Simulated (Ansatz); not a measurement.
# Ni3Ge (Pm-3m) in Ansatz: a series of runs

The runs below take Ni3Ge through single point, equation of state, with LDA.

All numbers are computed with Ansatz 0.2.0; they aren't measurements. Logs are shortened: lines on timing, memory, paths and dates and some standing lists are left out, and cuts for length are marked.

## Step 1: The crystal as given

Symmetry: Pm-3m, No. 221, cubic system. The conventional cell has a = 3.530 Å, b = 3.530 Å, c = 3.530 Å, α = 90.00°, β = 90.00°, γ = 90.00°. Around Ge (site symmetry m-3m) lie 12 Ni at 2.50 Å. Around Ni (site symmetry 4/mmm) lie 4 Ge at 2.50 Å and 8 Ni at 2.50 Å.

The cell comes from a database or a generator and needn't be the stable form of this composition.

## Step 2: Single point, LDA, collinear spin, ferromagnetic start, 10.34 Å³/atom (volume scaled by 0.94)

Contents of input.yaml:

```yaml
crystal:
  lattice:
    - [3.45826625, 0.0, 0.0]
    - [0.0, 3.45826625, 0.0]
    - [0.0, 0.0, 3.45826625]
  atoms:
    - { symbol: Ge, position: [0.0, 0.0, 0.0] }
    - { symbol: Ni, position: [0.5, 0.5, 0.0], spin: 1.0 }
    - { symbol: Ni, position: [0.0, 0.5, 0.5], spin: 1.0 }
    - { symbol: Ni, position: [0.5, 0.0, 0.5], spin: 1.0 }
hamiltonian:
  xc: lda
  pseudopotentials: { kind: paw }
magnetization:
  spin_polarized: true
kpoints:
  mp_grid: { grid: [8, 8, 8] }
scf:
  occupations: { method: fermi_dirac, width: 0.05 }
output:
  forces: true
  stress: true
  eigenvalues: true
```

Potentials or basis: Ansatz PAW.

Command:

```console
ansatz run input.yaml --threads 2 --pin off --max-ram 5632MiB --backend cpu --events-out ev --progress --plain --runs-dir out
```

The log of the run:

```text
Warning: RAYON_NUM_THREADS=2 ignored (pool sized by the plan → 2); use --threads N
Engine: ansatz 0.2.0, x86_64-unknown-linux-gnu
Pseudopotentials: kind: paw
Pseudopotential: Ge, paw, valence charge 14, recommended cutoff 420 eV (normal), Ge.paw.azcp
Pseudopotential: Ni, paw, valence charge 18, recommended cutoff 420 eV (normal), Ni.paw.azcp
Functional definition: SPW92
  exchange = slater_x
  correlation = pw_c
Crystal: 4 atoms, lattice volume = 41.359 Å³
Basis set: ecut = 420 eV, 799 PW (Γ)
Bands: 43, of which v1, the nominal top of the filled ones, is band 34 counted from 1 (33 counted from 0)
Symmetry: 48 space group operations
Space group: Pm-3m (ITA 221), of the structure as read, at distance tolerance 3.5e-5 Å
Magnetic group: BNS 221.92 (UNI 1594), of the structure as read, at distance tolerance 3.5e-5 Å
k-points: 35 of 512
Non-local potential: Ge, projectors of the file, l = 0: 2, l = 1: 2, l = 2: 3, l = 3: 1
Non-local potential: Ni, projectors of the file, l = 0: 3, l = 1: 2, l = 2: 3, l = 3: 1
PAW form: soft (Blöchl's): semilocal exchange-correlation on the pseudo side does not see the compensation charge
PAW frozen core: Ge, regenerated for the run's functional, and the local potential with it (the file was generated under x = pbe(κ = 0.804, μ = 0.2195149727645171), c = pbe(β = 0.06672455060314922))
PAW frozen core: Ni, regenerated for the run's functional, and the local potential with it (the file was generated under x = pbe(κ = 0.804, μ = 0.2195149727645171), c = pbe(β = 0.06672455060314922))
PAW one-centre angular grid: Ge, 590 points (default); XC on 64 Gauss nodes
PAW one-centre angular grid: Ni, 590 points (default); XC on 64 Gauss nodes
Initial density: superposition of atomic densities (chi_scale 0.1, normalization cell)
Starting moments: Σ|m| = 3 μB on 3 of 4 sites
Initial wavefunctions: pseudopotential atomic-orbital guess
Functional: x = slater, c = lda
SCF iter   1: F=—  HF=-21533.039946 eV  |F-HF|=—  |Δ(HF+E_count)|=         —  Δρ=1.54e-1 (↑1.54e-1 ↓7.36e-2)  dr2=2.12e0  dr2_m=4.60e0  M=0.278 μB ∫|m|=0.408 μB  β_m=0.30  ethr=3.10e-3  ⟨swp⟩=5.9  Hψ=10088  notcnv=0  defer=17
Mixer restart at iter 1: flushing history
preconditioner: auto → Kerker (q_TF=auto, 2.964 Å⁻¹)  [metal: Δε(μ)=0.015 eV  Ē_g=14.390 eV  σ=0.050 eV  W_gap=0.08  n_scr=18 (ndim 8)  ℏωp=38.3 eV  f_vac=0.000  D(μ)=2.96/eV (n_scr^D=26)]
spin=Collinear: Kerker preconditioning applied to the charge; magnetization (m = ρ↑ − ρ↓) channel mixes plain (no charge-response kernel on spin).
SCF iter   2: F=—  HF=-21533.034246 eV  |F-HF|=—  |Δ(HF+E_count)|=   5.70e-3  Δρ=9.62e-2 (↑7.24e-2 ↓9.62e-2)  dr2=5.71e-1  dr2_m=2.60e0  M=0.181 μB ∫|m|=0.286 μB  β_m=0.51  ethr=3.10e-3  ⟨swp⟩=2.3  Hψ=4863  notcnv=0  defer=149
SCF iter   3: F=—  HF=-21535.916875 eV  |F-HF|=—  |Δ(HF+E_count)|=    2.88e0  Δρ=5.32e-2 (↑3.51e-2 ↓5.32e-2)  dr2=4.38e-1  dr2_m=7.03e-1  M=0.102 μB ∫|m|=0.170 μB  β_m=0.75  ethr=8.39e-4  ⟨swp⟩=3.0  Hψ=5239  notcnv=0  defer=149
SCF iter   4: F=—  HF=-21537.432924 eV  |F-HF|=—  |Δ(HF+E_count)|=    1.52e0  Δρ=3.16e-2 (↑2.17e-2 ↓3.16e-2)  dr2=9.59e-1  dr2_m=9.89e-3  M=0.010 μB ∫|m|=0.028 μB  β_m=0.77  ethr=6.43e-4  ⟨swp⟩=2.3  Hψ=4070  notcnv=0  defer=150
SCF iter   5: F=—  HF=-21537.253810 eV  |F-HF|=—  |Δ(HF+E_count)|=   1.79e-1  Δρ=5.07e-3 (↑5.07e-3 ↓3.66e-3)  dr2=1.47e-2  dr2_m=2.94e-4  M=0.003 μB ∫|m|=0.007 μB  β_m=0.80  ethr=6.43e-4  ⟨swp⟩=3.1  Hψ=5129  notcnv=0  defer=150
SCF iter   6: F=—  HF=-21537.261388 eV  |F-HF|=—  |Δ(HF+E_count)|=   7.58e-3  Δρ=4.71e-3 (↑4.71e-3 ↓4.44e-3)  dr2=1.72e-2  dr2_m=8.17e-6  M=0.001 μB ∫|m|=0.003 μB  β_m=0.83  ethr=2.15e-5  ⟨swp⟩=2.0  Hψ=5562  notcnv=0  defer=152
SCF iter   7: F=—  HF=-21537.259995 eV  |F-HF|=—  |Δ(HF+E_count)|=   1.39e-3  Δρ=5.99e-4 (↑5.99e-4 ↓3.44e-4)  dr2=4.12e-4  dr2_m=2.85e-5  M=-0.001 μB ∫|m|=0.001 μB  β_m=0.92  ethr=2.15e-5  ⟨swp⟩=2.0  Hψ=5024  notcnv=0  defer=152
SCF iter   8: F=—  HF=-21537.259939 eV  |F-HF|=—  |Δ(HF+E_count)|=   5.61e-5  Δρ=2.09e-4 (↑1.93e-4 ↓2.09e-4)  dr2=4.92e-5  dr2_m=4.58e-8  M=0.000 μB ∫|m|=0.000 μB  β_m=0.96  ethr=6.06e-7  ⟨swp⟩=2.4  Hψ=4477  notcnv=0  defer=152
SCF iter   9: F=—  HF=-21537.259929 eV  |F-HF|=—  |Δ(HF+E_count)|=   9.41e-6  Δρ=9.82e-5 (↑9.31e-5 ↓9.82e-5)  dr2=1.10e-5  dr2_m=3.88e-9  M=-0.000 μB ∫|m|=0.000 μB  β_m=0.98  ethr=7.24e-8  ⟨swp⟩=2.0  Hψ=4055  notcnv=0  defer=152
SCF iter  10: F=—  HF=-21537.259928 eV  |F-HF|=—  |Δ(HF+E_count)|=   9.23e-7  Δρ=8.31e-6 (↑8.20e-6 ↓8.31e-6)  dr2=1.24e-7  dr2_m=1.45e-10  M=-0.000 μB ∫|m|=0.000 μB  β_m=0.99  ethr=1.62e-8  ⟨swp⟩=2.0  Hψ=3820  notcnv=0  defer=152
SCF iter  11: F=—  HF=-21537.259928 eV  |F-HF|=—  |Δ(HF+E_count)|=   2.86e-8  Δρ=5.50e-6 (↑5.50e-6 ↓5.05e-6)  dr2=3.21e-8  dr2_m=2.33e-11  M=-0.000 μB ∫|m|=0.000 μB  β_m=0.99  ethr=1.83e-10  ⟨swp⟩=2.0  Hψ=4931  notcnv=0  defer=152
SCF iter  12: F=-21537.259928 eV  HF=-21537.259928 eV  |F-HF|=7.75e-10  |Δ(HF+E_count)|=   7.79e-9  Δρ=8.21e-7 (↑8.21e-7 ↓7.84e-7)  dr2=6.10e-10  dr2_m=2.80e-13  M=-0.000 μB ∫|m|=0.000 μB  ethr=4.72e-11  ⟨swp⟩=7.4  Hψ=11615  notcnv=0
SCF 1 converged in 12 iterations: F = -21537.259928 eV  dr2 = 6.10e-10
WARN: the starting moments were not kept: the SCF closed with an absolute magnetisation of 9.0e-7 μB, where they sum to 3 μB in size (3 sites). That is at most 0.1 of that sum. Measured as dr2_m measures the in/out step, that magnetisation stands 5.9e-13 eV from none, at or under the dr2_threshold of 1.0e-7 eV: it is no larger than a step whose dr2_m would equal this threshold. The system may hold no moment; this SCF shows only that its start led to no more than that. To try another start: raise the starting moments (crystal.atoms[].spin, magnetization.per_species, magnetization.initial_magnetization, or on a non-collinear deck that types none of these the spinor_matrix: blocks that start its atoms; where the total moment is fixed, keep their sum and leave initial_magnetization as it is; typed ones take the place of any that the run laid by itself, positive ones on a crystal's lanthanoids without a Hubbard term where scf.initial_density.shell_occupations: [] is typed) or, if the notice of its spin-set hold's release reads "site moments contracting" or "site moments show no strong build", lengthen the hold (scf.mixing.spin_hold: { on: { confirm: 4 } }; for m-r²SCAN on two components see the key's manual first). Each may lead to a state that holds a moment. A second SCF, from the converged charge density, with the starting moments and any scf.initial_density.shell_occupations laid on it anew, would have followed, and was not run: the deck does not ask for one (magnetization.retry_lost_moments is false, the default). To let it run, set magnetization.retry_lost_moments: true and run the deck again, where that key's refused combinations let it; where memory then withholds it, that run's warning says so.
SCF converged after 12 iterations
Magnetization: -0.0000 μB (34.0000 up, 34.0000 down)
Absolute magnetization: 0.0000 μB (∫|ρ↑−ρ↓|, with the PAW one-centre terms)
Spin contamination: 0.0000 ħ² per cell (⟨S²⟩ above its minimum at these occupations)
Per-site moments (μB) at R_I (Å): [(3.184397253518036e-8, 1.0087124505659737), (-2.2247622714688688e-7, 1.0087124505659737), (-2.2247622690867372e-7, 1.0087124505659737), (-2.224762268647463e-7, 1.0087124505659737)]
Free energy (F): -21537.259928 eV
Harris-Foulkes:  -21537.259928 eV  (|F-HF|=7.75e-10)
Internal energy: -21537.243248 eV  (E = F + TS)
E sigma→0 (E₀):  -21537.251588 eV
Entropy (-TS):   -0.016680 eV (-4.170 meV/atom)
Fermi energy:    19.772043 eV
--- Per-component energies (eV) ---
  E_band       = -760.405268
  E_kinetic    = 976.557551
  E_local      = -11822.615163  (includes V_loc(G=0)·N_el)
  E_nonlocal   = 2344.589702
  E_hartree    = 5024.158025
  E_xc         = -335.049974
  E_vxc        = -401.705492  (∫ρ·V_xc dr)
  E_paw        = -6637.395903  (= ΣΔE_a)
  E_vpaw       = -1905.546880  (= ΣTr[D̂ρ^β])
  E_aug_tail   = 0.001498  (compensation charges beyond the density's cutoff)
  E_ewald      = -11090.699671
  E_core_change = 3.210688  (= ΣΔE_core)
  E_smearing   = -0.016680  (= −TS)
  E_closure    = -0.000000  (closes the sum)
  Σ components = -21537.259928   (vs F -21537.259928, Δ=0.00e0)
--- Forces (eV/Å), atoms counted from 1 ---
  atom   1  Ge    -0.00000000     0.00000000    -0.00000000
  atom   2  Ni     0.00000000    -0.00000000     0.00000000
  atom   3  Ni     0.00000000    -0.00000000    -0.00000000
  atom   4  Ni    -0.00000000    -0.00000000     0.00000000
  max |Σ_I F_I| component: 1.37e-28 eV/Å
--- Stress (GPa, compression-positive) ---
        6.722488       0.000000       0.000000
       -0.000000       6.722488       0.000000
        0.000000       0.000000       6.722488
  P = ⅓ Tr σ = 6.7225 GPa (67.225 kbar)
--- Band table (eV; the first three rows and the last of 70) ---
  k-point 0 ↑: bands = ["-82.6501", "-82.6047", "-82.6047", "-43.5730", "-43.5730", "-43.5730", "-43.5022", "-43.5022", "-43.5022", "-43.3194", "-43.3194", "-43.3194", "-5.0321", "-5.0321", "-5.0134", "-5.0134", "-5.0134", "6.6636", "14.4663", "15.6015", "15.6015", "16.0227", "16.0227", "16.0227", "18.1679", "18.1679", "18.1679", "18.6986", "18.6986", "18.6986", "19.1382", "19.1382", "19.4683", "19.8044", "19.8044", "19.8044", "24.1990", "27.0523", "27.0523", "30.6900", "30.6900", "30.6900", "33.7434"]
  k-point 1 ↑: bands = ["-82.6486", "-82.6062", "-82.6047", "-43.5695", "-43.5695", "-43.5682", "-43.5034", "-43.5034", "-43.5026", "-43.3250", "-43.3219", "-43.3219", "-5.0311", "-5.0271", "-5.0133", "-5.0133", "-5.0132", "6.8504", "14.4776", "15.2904", "15.7320", "15.9953", "15.9953", "16.0690", "17.7497", "17.7497", "18.1124", "18.1811", "18.9325", "18.9325", "19.1162", "19.1370", "19.3851", "19.8046", "20.1782", "20.1782", "24.6454", "27.0329", "27.7103", "30.2131", "30.2503", "30.2503", "33.0578"]
  k-point 2 ↑: bands = ["-82.6443", "-82.6105", "-82.6047", "-43.5600", "-43.5600", "-43.5557", "-43.5069", "-43.5069", "-43.5034", "-43.3396", "-43.3278", "-43.3278", "-5.0288", "-5.0152", "-5.0130", "-5.0130", "-5.0125", "7.3883", "13.7161", "15.1147", "15.8924", "15.8924", "16.0907", "16.1926", "17.4216", "17.4216", "17.7221", "17.9666", "18.7855", "18.7855", "18.8878", "19.0624", "19.2125", "19.8051", "21.2751", "21.2751", "24.9413", "26.9780", "28.5788", "28.7172", "28.7172", "30.6760", "31.8031"]
  k-point 34 ↓: bands = ["-82.6196", "-82.6196", "-82.6196", "-43.6001", "-43.6001", "-43.6001", "-43.5226", "-43.4374", "-43.4374", "-43.4374", "-43.2830", "-43.2830", "-5.0295", "-5.0295", "-5.0295", "-4.9824", "-4.9824", "10.3474", "15.3089", "15.3089", "15.3089", "15.6945", "15.6945", "15.6945", "17.3629", "17.3629", "17.3629", "18.3068", "18.3068", "18.3068", "18.4918", "18.4918", "19.1132", "19.5525", "19.5525", "19.5525", "20.6569", "24.2876", "24.2876", "24.2876", "37.8476", "37.8476", "37.8476"]
```

It took 3.5 s on 2 threads of Intel Xeon 6975P-C (Granite Rapids), shared host; peak memory 0.49 GiB.

Results:

* Free energy: -21537.2599 eV
* Pressure: 6.7 GPa
* Band gap on the k mesh: none (metal or under the smearing width)
* Net moment: 0.00 μB per cell
* Absolute moment: 0.00 μB per cell

Caveat: the PAW data sets come from PBE, with cores solved anew for the run's functional, which leaves a small shift of forces and pressure; the starting moments weren't kept.

## Step 3: Single point, LDA, collinear spin, ferromagnetic start, 10.56 Å³/atom (volume scaled by 0.96)

Edit input.yaml of step 2 so:

```diff
@@ -2,5 +2,5 @@
   lattice:
-    - [3.45826625, 0.0, 0.0]
-    - [0.0, 3.45826625, 0.0]
-    - [0.0, 0.0, 3.45826625]
+    - [3.4826210401, 0.0, 0.0]
+    - [0.0, 3.4826210401, 0.0]
+    - [0.0, 0.0, 3.4826210401]
   atoms:
```

Potentials or basis: Ansatz PAW.

Command:

```console
ansatz run input.yaml --threads 2 --pin off --max-ram 5632MiB --backend cpu --events-out ev --progress --plain --runs-dir out
```

Wall time 3 s (2 threads of Intel Xeon 6975P-C (Granite Rapids), shared host); peak memory 0.49 GiB.

Results (log left out):

```
Free energy            : -21537.2817 eV
Pressure               : 1.3 GPa
Band gap on the k mesh : none (metal or under the smearing width)
Net moment             : 0.00 μB per cell
Absolute moment        : 0.00 μB per cell
```

Caveat: the PAW data sets come from PBE, with cores solved anew for the run's functional, which leaves a small shift of forces and pressure; the starting moments weren't kept.

## Step 4: Single point, LDA, collinear spin, ferromagnetic start, 10.78 Å³/atom (volume scaled by 0.98)

Edit input.yaml of step 3 so:

```diff
@@ -2,5 +2,5 @@
   lattice:
-    - [3.4826210401, 0.0, 0.0]
-    - [0.0, 3.4826210401, 0.0]
-    - [0.0, 0.0, 3.4826210401]
+    - [3.5066398753, 0.0, 0.0]
+    - [0.0, 3.5066398753, 0.0]
+    - [0.0, 0.0, 3.5066398753]
   atoms:
```

Command:

```console
ansatz run input.yaml --threads 2 --pin off --max-ram 5632MiB --backend cpu --events-out ev --progress --plain --runs-dir out
```

It took 3.9 s on 2 threads of Intel Xeon 6975P-C (Granite Rapids), shared host; peak memory 0.48 GiB.

It converged, with:

| Item | Value |
| --- | --- |
| Free energy | -21537.2754 eV |
| Pressure | -3.5 GPa |
| Band gap on the k mesh | none (metal or under the smearing width) |
| Net moment | 0.00 μB per cell |
| Absolute moment | 0.00 μB per cell |

Caveat: the PAW data sets come from PBE, with cores solved anew for the run's functional, which leaves a small shift of forces and pressure; the starting moments weren't kept.

## Step 5: Single point, LDA, collinear spin, ferromagnetic start, 11.00 Å³/atom

Edit input.yaml of step 4 so:

```diff
@@ -2,5 +2,5 @@
   lattice:
-    - [3.5066398753, 0.0, 0.0]
-    - [0.0, 3.5066398753, 0.0]
-    - [0.0, 0.0, 3.5066398753]
+    - [3.5303341067, 0.0, 0.0]
+    - [0.0, 3.5303341067, 0.0]
+    - [0.0, 0.0, 3.5303341067]
   atoms:
```

Command:

```console
ansatz run input.yaml --threads 2 --pin off --max-ram 5632MiB --backend cpu --events-out ev --progress --plain --runs-dir out
```

It took 3 s on 2 threads of Intel Xeon 6975P-C (Granite Rapids), shared host; peak memory 0.49 GiB.

Results (log left out):

| Item | Value |
| --- | --- |
| Free energy | -21537.2444 eV |
| Pressure | -7.7 GPa |
| Band gap on the k mesh | none (metal or under the smearing width) |
| Net moment | 0.00 μB per cell |
| Absolute moment | 0.00 μB per cell |

Caveat: the PAW data sets come from PBE, with cores solved anew for the run's functional, which leaves a small shift of forces and pressure; the starting moments weren't kept.

## Step 6: Single point, LDA, collinear spin, ferromagnetic start, 11.22 Å³/atom (volume scaled by 1.02)

Edit input.yaml of step 5 so:

```diff
@@ -2,5 +2,5 @@
   lattice:
-    - [3.5303341067, 0.0, 0.0]
-    - [0.0, 3.5303341067, 0.0]
-    - [0.0, 0.0, 3.5303341067]
+    - [3.5537144841, 0.0, 0.0]
+    - [0.0, 3.5537144841, 0.0]
+    - [0.0, 0.0, 3.5537144841]
   atoms:
```

Potentials or basis: Ansatz PAW.

Command:

```console
ansatz run input.yaml --threads 2 --pin off --max-ram 5632MiB --backend cpu --events-out ev --progress --plain --runs-dir out
```

Wall time 3.3 s (2 threads of Intel Xeon 6975P-C (Granite Rapids), shared host); peak memory 0.5 GiB.

Results (log left out):

* Free energy: -21537.1913 eV
* Pressure: -11.5 GPa
* Band gap on the k mesh: none (metal or under the smearing width)
* Net moment: 0.00 μB per cell
* Absolute moment: 0.00 μB per cell

Caveat: the PAW data sets come from PBE, with cores solved anew for the run's functional, which leaves a small shift of forces and pressure; the starting moments weren't kept.

## Step 7: Single point, LDA, collinear spin, ferromagnetic start, 11.44 Å³/atom (volume scaled by 1.04)

Edit input.yaml of step 6 so:

```diff
@@ -2,5 +2,5 @@
   lattice:
-    - [3.5537144841, 0.0, 0.0]
-    - [0.0, 3.5537144841, 0.0]
-    - [0.0, 0.0, 3.5537144841]
+    - [3.5767911988, 0.0, 0.0]
+    - [0.0, 3.5767911988, 0.0]
+    - [0.0, 0.0, 3.5767911988]
   atoms:
```

Command:

```console
ansatz run input.yaml --threads 2 --pin off --max-ram 5632MiB --backend cpu --events-out ev --progress --plain --runs-dir out
```

Run time: 3.2 s. Hardware: 2 threads of Intel Xeon 6975P-C (Granite Rapids), shared host; peak memory 0.5 GiB.

The run converged. Its results:

| Quantity | Value |
| --- | --- |
| Free energy | -21537.1189 eV |
| Pressure | -14.8 GPa |
| Band gap on the k mesh | none (metal or under the smearing width) |
| Net moment | 0.00 μB per cell |
| Absolute moment | 0.00 μB per cell |

Caveat: the PAW data sets come from PBE, with cores solved anew for the run's functional, which leaves a small shift of forces and pressure; the starting moments weren't kept.

## Step 8: Single point, LDA, collinear spin, ferromagnetic start, 11.66 Å³/atom (volume scaled by 1.06)

Edit input.yaml of step 7 so:

```diff
@@ -2,5 +2,5 @@
   lattice:
-    - [3.5767911988, 0.0, 0.0]
-    - [0.0, 3.5767911988, 0.0]
-    - [0.0, 0.0, 3.5767911988]
+    - [3.5995739226, 0.0, 0.0]
+    - [0.0, 3.5995739226, 0.0]
+    - [0.0, 0.0, 3.5995739226]
   atoms:
```

Command:

```console
ansatz run input.yaml --threads 2 --pin off --max-ram 5632MiB --backend cpu --events-out ev --progress --plain --runs-dir out
```

Run time: 4 s. Hardware: 2 threads of Intel Xeon 6975P-C (Granite Rapids), shared host; peak memory 0.5 GiB.

It converged, with:

* Free energy: -21537.0292 eV
* Pressure: -17.8 GPa
* Band gap on the k mesh: none (metal or under the smearing width)
* Net moment: 0.00 μB per cell
* Absolute moment: 0.00 μB per cell

Caveat: the PAW data sets come from PBE, with cores solved anew for the run's functional, which leaves a small shift of forces and pressure; the starting moments weren't kept.

## Step 9: Equation of state, LDA, collinear spin, ferromagnetic start

Potentials or basis: Ansatz PAW.

This step only gathers the single runs of the series.

Results:

* Equilibrium volume: 10.62 Å³/atom
* Bulk modulus: 238 GPa
* Pressure derivative of the bulk modulus: 4.9

Energy against volume, from the lowest point:
| volume (Å³/atom) | energy (meV/atom) |
| --- | --- |
| 10.340 | 5.44 |
| 10.560 | 0.00 |
| 10.780 | 1.56 |
| 11.000 | 9.32 |
| 11.220 | 22.59 |
| 11.440 | 40.69 |
| 11.660 | 63.11 |
